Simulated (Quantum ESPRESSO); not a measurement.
ZrB2 in Quantum ESPRESSO: the effect of target pressure

ZrB2:

```
Zr B
1.0
     3.17000    0.00000    0.00000
    -1.58500    2.74530    0.00000
     0.00000    0.00000    3.53300
Zr B
1 2
Direct
  0.00000 0.00000 0.00000
  0.66667 0.33333 0.50000
  0.33333 0.66667 0.50000
```

Alike in all runs:

| Item | Value |
| --- | --- |
| Program | Quantum ESPRESSO 7.5 |
| Task | phonons |
| Functional | LDA |
| Potentials or basis | PseudoDojo 0.4.1 SR LDA standard |
| Cutoff | 1034 eV |
| Density cutoff | 4136 eV |
| k mesh | 8 × 8 × 7 |
| Occupations | cold, width 0.2 eV |
| Spin | no spin polarisation |

Each run relaxes the cell or the atoms first.

| target pressure | relaxed volume (Å³/atom) | highest phonon frequency (cm⁻¹) |
| --- | --- | --- |
| 0 GPa | 9.89 | 788 |
| 10 GPa | ? | ? |
| 25 GPa | 9.11 | 878 |
| 50 GPa | 8.56 | 953 |
| 80 GPa | 8.05 | 1031 |

**Question.** What does the run with target pressure 10 GPa give?

**Answer.** Relaxed volume 9.54 Å³/atom; highest phonon frequency 826 cm⁻¹.

Worked out: In Murnaghan's law V^(-B') rises as a straight line in P. The other rows fit best with B' = 3.6, V0 = 9.89 Å³/atom and B0 = 263 GPa, which gives 9.54 Å³/atom at 10 GPa, against the run's 9.54. A parabola through the other rows of the highest phonon frequency, of slope 3.59 cm⁻¹ per GPa there, gives 825 cm⁻¹, against the run's 826.

Caveats: the mesh is thin for the phonons of a metal; the cell is more than 3 GPa from zero pressure, which shifts response properties (some runs); the volume moved by over 15 % at a fixed basis, so the end points are rough (some runs).

Runs at the PBE level aren't shown here.
